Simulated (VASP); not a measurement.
# GaN (F-43m) in VASP: a series of runs, part 2 of 2

VASP 6.6.1. The steps go on from the part before.

## 3. Relaxation of cell and atoms, PBE

This run uses another cell than the first one, of 11.76 Å³/atom, 1.028 times its volume.

INCAR reads:

```
SYSTEM = GaN
PREC = Accurate
ENCUT = 600
EDIFF = 1E-7
ISMEAR = 0
SIGMA = 0.03
LREAL = .FALSE.
LASPH = .TRUE.
NELM = 80
ALGO = Normal
ISIF = 3
LWAVE = .FALSE.
LCHARG = .FALSE.
GGA = PE
IBRION = 2
NSW = 90
EDIFFG = -0.005
```

KPOINTS reads:

```
regular mesh
0
G
  10 10 10
  0 0 0
```

POSCAR reads:

```
GaN                                     
1.0
   -0.0000000000      2.2741012840      2.2741012840
    2.2741012840      0.0000000000      2.2741012840
    2.2741012840      2.2741012840      0.0000000000
  Ga              N             
     1     1
Direct
     0.0000000000000000    0.0000000000000000    0.0000000000000000
     0.7500000000000000    0.7500000000000000    0.7500000000000000
```

Potentials or basis: VASP PAW PBE potentials, release 64 (Ga_d, N).

On the command line:

```bash
cat potpaw_PBE.64/Ga_d/POTCAR potpaw_PBE.64/N/POTCAR > POTCAR
mpirun -np 1 vasp_std > vasp.out
```

OUTCAR:

```text
SYSTEM = GaN
   PREC = Accurate
   ENCUT = 600
   EDIFF = 1E-7
   ISMEAR = 0
   LREAL = .FALSE.
   LASPH = .TRUE.
   NELM = 80
   ISIF = 3
   GGA = PE
   IBRION = 2
   NSW = 90
   EDIFFG = -0.005

 ion  position               nearest neighbor table
   1  0.000  0.000  0.000-   2 1.97   2 1.97   2 1.97   2 1.97
   2  0.750  0.750  0.750-   1 1.97   1 1.97   1 1.97   1 1.97

  LATTYP: Found a face centered cubic cell.
 ALAT       =     4.5482025680

  Lattice vectors:

 A1 = (   0.0000000000,   2.2741012840,   2.2741012840)
 A2 = (   2.2741012840,   0.0000000000,   2.2741012840)
 A3 = (   2.2741012840,   2.2741012840,   0.0000000000)

Analysis of symmetry for initial positions (statically):
=====================================================================
 Subroutine PRICEL returns:
 Original cell was already a primitive cell.

 Routine SETGRP: Setting up the symmetry group for a
 face centered cubic supercell.

 Subroutine GETGRP returns: Found 24 space group operations
 (whereof 24 operations were pure point group operations)
 out of a pool of 48 trial point group operations.

The static configuration has the point symmetry T_d .

Analysis of symmetry for dynamics (positions and initial velocities):
=====================================================================
 Subroutine PRICEL returns:
 Original cell was already a primitive cell.

 Routine SETGRP: Setting up the symmetry group for a
 face centered cubic supercell.

 Subroutine GETGRP returns: Found 24 space group operations
 (whereof 24 operations were pure point group operations)
 out of a pool of 48 trial point group operations.

The dynamic configuration has the point symmetry T_d .

 Subroutine INISYM returns: Found 24 space group operations
 (whereof 24 operations are pure point group operations),
 and found     1 'primitive' translations

----------------------------------------------------------------------------------------

                                     Primitive cell

[... 123 lines left out ...]
 Gauss-broadening in eV      SIGMA  =   0.03
  energy-cutoff  :      600.00
  volume of cell :       23.52
 maximum number of plane-waves:       801
 NGX is ok and might be reduce to    28
   NGX = 13   NGY = 13   NGZ = 13

 number of electron      18.0000002 magnetization

 Free energy of the ion-electron system (eV)
  ---------------------------------------------------
  ext. energy  EPLUGINS =         0.00000000
  ---------------------------------------------------
  free energy    TOTEN  =       -12.15505643 eV

  energy without entropy =      -12.15505643  energy(sigma->0) =      -12.15505643

 E-fermi :   5.1649     XC(G=0): -11.5217

 val. band max:        4.9886656549   @ k =   0.0000   0.0000   0.0000
 cond. band min:       6.5370087286   @ k =   0.0000   0.0000   0.0000
 fundamental gap:      1.5483430737
 Fermi energy:         5.1649359485

 k-point     1 :       0.0000    0.0000    0.0000
  band No.  band energies     occupation
      1     -10.7162      2.00000
      2      -8.4342      2.00000
      3      -8.4342      2.00000
      4      -8.4342      2.00000
      5      -8.1412      2.00000
      6      -8.1412      2.00000
      7       4.9887      2.00000
      8       4.9887      2.00000
      9       4.9887      2.00000
     10       6.5370      0.00000
     11      15.1196      0.00000
     12      15.1196      0.00000
     13      15.1196      0.00000
[... 354 lines left out ...]
  band No.  band energies     occupation
      1      -9.8381      2.00000
      2      -8.3103      2.00000
      3      -8.2276      2.00000
      4      -8.2275      2.00000
      5      -8.0852      2.00000
      6      -7.1845      2.00000
      7       0.0288      2.00000
      8       2.5999      2.00000
      9       2.9142      2.00000
     10       9.4037      0.00000
     11      11.9352      0.00000
     12      15.6608      0.00000
     13      17.6058      0.00000

 [... further k-points ...]

------------------------ aborting loop because EDIFF is reached ----------------------------------------

  FORCE on cell =-STRESS in cart. coord.  units (eV):
  Direction    XX          YY          ZZ          XY          YZ          ZX
  --------------------------------------------------------------------------------------
  -------------------------------------------------------------------------------------
  Total       -0.0043656     -0.0043656     -0.0043656      0.0000000      0.0000000      0.0000000
  in kB       -0.2973668     -0.2973668     -0.2973668      0.0000000      0.0000000      0.0000000
  external PRESSURE =      -0.2973668 kB  Pullay stress =       0.0000000 kB

 VOLUME and BASIS-vectors are now :
 -----------------------------------------------------------------------------
  energy-cutoff  :      600.00
  volume of cell :       23.52
      direct lattice vectors                 reciprocal lattice vectors
     0.000000000  2.274101284  2.274101284    -0.219867076  0.219867076  0.219867076
     2.274101284  0.000000000  2.274101284     0.219867076 -0.219867076  0.219867076
     2.274101284  2.274101284  0.000000000     0.219867076  0.219867076 -0.219867076

 POSITION                                       TOTAL-FORCE (eV/Angst)
 -----------------------------------------------------------------------------------
      0.00000      0.00000      0.00000         0.000000      0.000000     -0.000000
      3.41115      3.41115      3.41115        -0.000000     -0.000000      0.000000
 -----------------------------------------------------------------------------------
    total drift:                               -0.000000     -0.000000     -0.000001

  FREE ENERGIE OF THE ION-ELECTRON SYSTEM (eV)
  ---------------------------------------------------
  free  energy   TOTEN  =       -12.1550564267 eV

  energy  without entropy=      -12.1550564267  energy(sigma->0) =      -12.15505643

 reached required accuracy - stopping structural energy minimisation
```

Run time: 10 s. Hardware: 1 thread of Intel Xeon 6975P-C (Granite Rapids), shared host; peak memory 0.16 GiB.

Results:

```
Free energy             : -12.1551 eV
Pressure after relaxing : 0.0 GPa
Band gap on the k mesh  : 1.55 eV, direct
```

Final structure:
```
Ga N
1.0
     0.00000    2.27410    2.27410
     2.27410    0.00000    2.27410
     2.27410    2.27410    0.00000
Ga N
1 1
Direct
  0.00000 0.00000 0.00000
  0.75000 0.75000 0.75000
```

Levels at points of the mesh, in eV from the valence-band top:
| k point | band 5 | band 6 | band 7 | band 8 | band 9 | band 10 | band 11 | band 12 | band 13 |
| --- | --- | --- | --- | --- | --- | --- | --- | --- | --- |
| (0.00, 0.00, 0.00) | -13.13 | -13.13 | 0.00 | 0.00 | 0.00 | 1.55 | 10.13 | 10.13 | 10.13 |
| (0.50, 0.00, 0.00) | -13.09 | -11.88 | -6.86 | -0.93 | -0.93 | 4.45 | 8.59 | 10.22 | 10.22 |
| (0.50, 0.50, 0.00) | -13.06 | -11.45 | -6.01 | -2.61 | -2.61 | 3.34 | 6.50 | 11.52 | 13.67 |

Caveat: the relaxation stopped at its first step, so nothing moved.

## 4. Relaxation of cell and atoms, PBEsol

INCAR reads:

```
PREC = Accurate
ENCUT = 600
EDIFF = 1E-6
ISMEAR = 0
SIGMA = 0.03
LREAL = F
LASPH = T
NELM = 80
ALGO = Normal
ISIF = 3
LWAVE = F
LCHARG = F
GGA = PS
IBRION = 2
NSW = 90
EDIFFG = -0.01
```

KPOINTS reads:

```
Automatic mesh
0
Gamma
  10 10 10
```

POSCAR reads:

```
GaN
1.0
    0.0000000000      2.2535006100      2.2535006100
    2.2535006100      0.0000000000      2.2535006100
    2.2535006100      2.2535006100      0.0000000000
Ga N
1 1
Direct
    0.0000000000      0.0000000000      0.0000000000
    0.7500000000      0.7500000000      0.7500000000
```

On the command line:

```bash
cat potpaw_PBE.64/Ga_d/POTCAR potpaw_PBE.64/N/POTCAR > POTCAR
mpirun -np 1 vasp_std > vasp.out
```

It took 45 s on 1 thread of Intel Xeon Platinum 8259CL at 2.50GHz (Skylake/Cascade Lake), shared host; peak memory 0.17 GiB.

Results (log left out):

```
Free energy                            : -13.1246 eV
Relaxed volume                         : 11.35 Å³/atom
Relaxed cell                           : a = 3.178 Å, b = 3.178 Å, c = 3.178 Å, α = 60.00°, β = 60.00°, γ = 60.00°
Space group after relaxing (to 0.05 Å) : F-43m (No. 216)
Energy gained by relaxing              : 0.4 meV/atom
Ionic steps                            : 5
Pressure after relaxing                : 0.1 GPa
Band gap on the k mesh                 : 1.74 eV, direct
```

The path:
| step | energy change (eV) | largest force (eV/Å) | pressure (GPa) | volume (Å³) |
| --- | --- | --- | --- | --- |
| 1 | 0.0000 | 0.0000 | -1.50 | 22.89 |
| 2 | -0.0001 | 0.0000 | 1.75 | 22.53 |
| 3 | -0.0008 | 0.0000 | -0.15 | 22.70 |
| 4 | -0.0008 | 0.0000 | 0.18 | 22.69 |
| 5 | -0.0008 | 0.0000 | 0.09 | 22.69 |

Final structure:
```cif
data_structure
_symmetry_space_group_name_H-M 'P 1'
_symmetry_Int_Tables_number 1
_cell_length_a 3.1779
_cell_length_b 3.1779
_cell_length_c 3.1779
_cell_angle_alpha 60.000
_cell_angle_beta 60.000
_cell_angle_gamma 60.000
_cell_volume 22.69
loop_
_atom_site_label
_atom_site_type_symbol
_atom_site_fract_x
_atom_site_fract_y
_atom_site_fract_z
_atom_site_occupancy
Ga1 Ga 0.00000 0.00000 0.00000 1
N1 N 0.75000 0.75000 0.75000 1
```

Levels at points of the mesh, in eV from the valence-band top:
| k point | band 5 | band 6 | band 7 | band 8 | band 9 | band 10 | band 11 | band 12 | band 13 |
| --- | --- | --- | --- | --- | --- | --- | --- | --- | --- |
| (0.00, 0.00, 0.00) | -13.08 | -13.08 | 0.00 | 0.00 | 0.00 | 1.74 | 10.26 | 10.26 | 10.26 |
| (0.50, 0.00, 0.00) | -13.03 | -11.83 | -7.17 | -0.99 | -0.99 | 4.62 | 8.67 | 10.31 | 10.31 |
| (0.50, 0.50, 0.00) | -13.00 | -11.40 | -6.22 | -2.76 | -2.76 | 3.23 | 6.61 | 11.64 | 13.97 |

Caveat: the PAW data sets were made with another functional, which shifts forces and pressure a little. Expect the measured gap to be larger: semilocal functionals such as PBEsol lack the derivative discontinuity.

## 5. Relaxation of cell and atoms, PBEsol

This run uses another cell than the first one, of 11.35 Å³/atom, 0.991 times its volume.

INCAR, as its differences from that of step 4:

```diff
@@ -2,3 +2,3 @@
 ENCUT = 600
-EDIFF = 1E-6
+EDIFF = 1E-7
 ISMEAR = 0
@@ -15,2 +15,2 @@
 NSW = 90
-EDIFFG = -0.01
+EDIFFG = -0.005
```

KPOINTS is that of step 4.

POSCAR reads:

```
GaN                                     
1.0
   -0.0000000000      2.2470866997      2.2470866997
    2.2470866997      0.0000000000      2.2470866997
    2.2470866997      2.2470866997      0.0000000000
  Ga              N             
     1     1
Direct
     0.0000000000000000    0.0000000000000000    0.0000000000000000
     0.7500000000000000    0.7500000000000000    0.7500000000000000
```

On the command line:

```bash
cat potpaw_PBE.64/Ga_d/POTCAR potpaw_PBE.64/N/POTCAR > POTCAR
mpirun -np 1 vasp_std > vasp.out
```

Run time: 33 s. Hardware: 1 thread of Intel Xeon Platinum 8259CL at 2.50GHz (Skylake/Cascade Lake), shared host; peak memory 0.17 GiB.

Results (log left out):

* Free energy: -13.1243 eV
* Relaxed volume: 11.35 Å³/atom
* Relaxed cell: a = 3.179 Å, b = 3.179 Å, c = 3.179 Å, α = 60.00°, β = 60.00°, γ = 60.00°
* Space group after relaxing (to 0.05 Å): F-43m (No. 216)
* Energy gained by relaxing: 0.0 meV/atom
* Ionic steps: 3
* Pressure after relaxing: 0.0 GPa
* Band gap on the k mesh: 1.73 eV, direct

Final structure:
```xyz
2
Lattice="0.0000 2.2476 2.2476 2.2476 0.0000 2.2476 2.2476 2.2476 0.0000" Properties=species:S:1:pos:R:3 pbc="T T T"
Ga    0.0000    0.0000    0.0000
N     3.3713    3.3713    3.3713
```

Levels at points of the mesh, in eV from the valence-band top:
```
           k point  band 6  band 7  band 8  band 9  band 10  band 11  band 12  band 13
(0.00, 0.00, 0.00)  -13.08    0.00    0.00    0.00     1.73    10.25    10.25    10.25
(0.50, 0.00, 0.00)  -11.83   -7.17   -0.99   -0.99     4.62     8.67    10.31    10.31
(0.50, 0.50, 0.00)  -11.40   -6.21   -2.76   -2.76     3.23     6.61    11.63    13.96
```

Caveat: the PAW data sets were made with another functional, which shifts forces and pressure a little. As with any semilocal functional, this PBEsol gap is likely too small.
